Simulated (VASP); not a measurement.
# Mn (P4_132) in VASP: notebook, part 2 of 2

VASP 6.6.1.

**3. Relaxation of cell and atoms, PBE, collinear spin, ferromagnetic start**

This run uses another cell than the first one, of 10.89 Å³/atom, 0.865 times its volume.

The input, INCAR:

```
SYSTEM = Mn
ALGO     = Normal         ! electronic algorithm
EDIFF    = 1E-7           ! SCF threshold, eV
EDIFFG   = -0.005         ! ionic threshold
ENCUT    = 520            ! plane-wave cutoff, eV
GGA      = PE             ! functional
IBRION   = 2              ! ionic algorithm
ISIF     = 3              ! what is computed and relaxed
ISMEAR   = 0              ! smearing method
ISPIN    = 2              ! spin polarisation
KPAR     = 8            
LASPH    = .True.         ! aspherical terms in the spheres
LCHARG   = .False.        ! write CHGCAR
LMAXMIX  = 4              ! l up to which the mixer works
LORBIT   = 11             ! projections on sites
LREAL    = .False.        ! projectors in reciprocal space
LWAVE    = .False.        ! write WAVECAR
MAGMOM   = 4 4 4 4 4 4 4 4 4 4 4 4 4 4 4 4 4 4 4 4 ! initial moments
NELM     = 120            ! most SCF steps
NSW      = 60             ! ionic steps
POTIM    = 0.3            ! step
PREC     = Accurate       ! precision mode
SIGMA    = 0.1            ! smearing width, eV
```

The input, KPOINTS:

```
k-points
0
Gamma
  4 4 4
  0 0 0
```

The input, POSCAR:

```
Mn                                      
1.0
    6.0163141576      0.0000000000     -0.0000000000
   -0.0000000000      6.0163141576     -0.0000000000
   -0.0000000000      0.0000000000      6.0163141576
  Mn            
    20
Direct
     0.0530173088817846    0.0530173088817846    0.0530173088817846
     0.1969826911182154    0.8030173088817847    0.3030173088817845
     0.4469826911182155    0.9469826911182153    0.5530173088817847
     0.3030173088817845    0.1969826911182154    0.8030173088817847
     0.5530173088817847    0.4469826911182155    0.9469826911182153
     0.6969826911182153    0.6969826911182153    0.6969826911182153
     0.9469826911182153    0.5530173088817847    0.4469826911182155
     0.8030173088817847    0.3030173088817845    0.1969826911182154
     0.1250000000000000    0.1968457601960250    0.4468457601960250
     0.0531542398039750    0.8750000000000000    0.6968457601960250
     0.3750000000000000    0.8031542398039750    0.9468457601960250
     0.4468457601960250    0.1250000000000000    0.1968457601960250
     0.6250000000000000    0.3031542398039750    0.5531542398039750
     0.5531542398039750    0.6250000000000000    0.3031542398039750
     0.8750000000000000    0.6968457601960250    0.0531542398039750
     0.9468457601960250    0.3750000000000000    0.8031542398039750
     0.6968457601960250    0.0531542398039750    0.8750000000000000
     0.1968457601960250    0.4468457601960250    0.1250000000000000
     0.3031542398039750    0.5531542398039750    0.6250000000000000
     0.8031542398039750    0.9468457601960250    0.3750000000000000
```

Potentials or basis: VASP PAW PBE potentials, release 64 (Mn_pv).

Launch:

```bash
$ cat potpaw_PBE.64/Mn_pv/POTCAR > POTCAR
$ mpirun -np 8 vasp_std > vasp.out
```

Wall time 14 min (8 MPI ranks of Intel Xeon 6975P-C (Granite Rapids), shared host); peak memory 0.81 GiB.

Results (log left out):

```yaml
Free_energy: -178.9844 eV
Relaxed_volume: 10.90 Å³/atom
Relaxed_cell: a = 6.019 Å, b = 6.019 Å, c = 6.019 Å, α = 90.00°, β = 90.00°, γ = 90.00°
Space_group_after_relaxing_to_0.05_Å: P4_132 (No. 213)
Energy_gained_by_relaxing: 0.1 meV/atom
Ionic_steps: 8
Pressure_after_relaxing: 0.0 GPa
Band_gap_on_the_k_mesh: none (metal or under the smearing width)
Net_moment: 3.50 μB per cell
Site_moments: Mn -0.12, +0.37 μB
Valence_electrons_inside_the_program's_atomic_spheres: Mn 12.11, 11.91
```

Step by step:
| step | energy change (eV) | largest force (eV/Å) | pressure (GPa) | volume (Å³) |
| --- | --- | --- | --- | --- |
| 1 | 0.0000 | 0.0210 | 0.32 | 217.77 |
| 2 | -0.0004 | 0.0197 | -0.19 | 218.17 |
| 3 | -0.0004 | 0.0198 | -0.08 | 218.09 |
| 4 | -0.0006 | 0.0182 | -0.07 | 218.08 |
| 5 | -0.0010 | 0.0135 | -0.02 | 218.04 |
| 6 | -0.0009 | 0.0244 | 0.05 | 217.96 |
| 7 | -0.0011 | 0.0105 | 0.00 | 218.01 |
| 8 | -0.0012 | 0.0012 | 0.00 | 218.01 |

Final structure:
```cif
data_structure
_symmetry_space_group_name_H-M 'P 1'
_symmetry_Int_Tables_number 1
_cell_length_a 6.0186
_cell_length_b 6.0186
_cell_length_c 6.0186
_cell_angle_alpha 90.000
_cell_angle_beta 90.000
_cell_angle_gamma 90.000
_cell_volume 218.01
loop_
_atom_site_label
_atom_site_type_symbol
_atom_site_fract_x
_atom_site_fract_y
_atom_site_fract_z
_atom_site_occupancy
Mn1 Mn 0.05353 0.05353 0.05353 1
Mn2 Mn 0.19647 0.80353 0.30353 1
Mn3 Mn 0.44647 0.94647 0.55353 1
Mn4 Mn 0.30353 0.19647 0.80353 1
Mn5 Mn 0.55353 0.44647 0.94647 1
Mn6 Mn 0.69647 0.69647 0.69647 1
Mn7 Mn 0.94647 0.55353 0.44647 1
Mn8 Mn 0.80353 0.30353 0.19647 1
Mn9 Mn 0.12500 0.19729 0.44729 1
Mn10 Mn 0.05271 0.87500 0.69729 1
Mn11 Mn 0.37500 0.80271 0.94729 1
Mn12 Mn 0.44729 0.12500 0.19729 1
Mn13 Mn 0.62500 0.30271 0.55271 1
Mn14 Mn 0.55271 0.62500 0.30271 1
Mn15 Mn 0.87500 0.69729 0.05271 1
Mn16 Mn 0.94729 0.37500 0.80271 1
Mn17 Mn 0.69729 0.05271 0.87500 1
Mn18 Mn 0.19729 0.44729 0.12500 1
Mn19 Mn 0.30271 0.55271 0.62500 1
Mn20 Mn 0.80271 0.94729 0.37500 1
```

Levels at points of the mesh, in eV from the Fermi level:
Spin up:
```
           k point  band 130  band 131  band 132  band 133  band 134  band 135
(0.00, 0.00, 0.00)      0.05      0.05      0.05      0.22      0.22      0.22
(0.50, 0.00, 0.00)     -0.20      0.11      0.11      0.14      0.14      0.23
(0.50, 0.50, 0.00)     -0.24     -0.13     -0.13      0.13      0.13      0.17
(0.50, 0.50, 0.50)     -0.16     -0.16     -0.16      0.07      0.07      0.07
```
Spin down:
| k point | band 126 | band 127 | band 128 | band 129 | band 130 | band 131 |
| --- | --- | --- | --- | --- | --- | --- |
| (0.00, 0.00, 0.00) | -0.06 | -0.01 | -0.01 | -0.01 | 0.38 | 0.40 |
| (0.50, 0.00, 0.00) | -0.19 | -0.17 | -0.17 | 0.03 | 0.03 | 0.31 |
| (0.50, 0.50, 0.00) | -0.17 | -0.16 | -0.16 | -0.04 | -0.04 | 0.09 |
| (0.50, 0.50, 0.50) | -0.24 | -0.24 | -0.24 | 0.08 | 0.08 | 0.08 |

Caveat: the moment fell far below its start of 4 μB, so a state of higher moment may lie lower in energy.
